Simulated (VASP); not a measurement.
Si2W, 3 atoms in the cell. Symmetry: I4/mmm, No. 139, tetragonal system. The conventional cell has a = 3.229 Å, b = 3.229 Å, c = 7.871 Å, α = 90.00°, β = 90.00°, γ = 90.00°. Si (site symmetry 4mm) has 5 Si at 2.60 to 2.64 Å and 5 W at 2.63 Å as nearest neighbours. W (site symmetry 4/mmm) is surrounded by 10 Si at 2.63 Å. 

```yaml
Program: VASP 6.6.1
Task: vibrations by finite differences
Functional: PBE
Potentials_or_basis: VASP PAW PBE potentials, release 64 (Si, W_sv)
Cutoff: 520 eV
k_mesh: 18 × 18 × 18
Occupations: gaussian, width 0.1 eV
Spin: no spin polarisation
Ions_in_elastic_constants: relaxed
Further_INCAR_settings: ALGO = Fast; EDIFF = 1e-08; NBANDS = 18; IBRION = 6; POTIM = 0.015; NSW = 1; ISIF = 3
```

Potentials or basis: VASP PAW PBE potentials, release 64 (Si, W_sv).

Command:

```bash
$ cat potpaw_PBE.64/Si/POTCAR potpaw_PBE.64/W_sv/POTCAR > POTCAR
$ mpirun -np 4 vasp_std > vasp.out
```

Hardware: 4 MPI ranks on AMD EPYC 9R45 96-Core Processor (Zen 5), on a shared host.

**Question.** Estimate the wall time of this run.

**Answer.** Wall time 43 min on 4 MPI ranks on AMD EPYC 9R45 96-Core Processor (Zen 5) (shared host), peak memory 1.7 GiB a rank. Counts: scf iterations 256, k points 480.
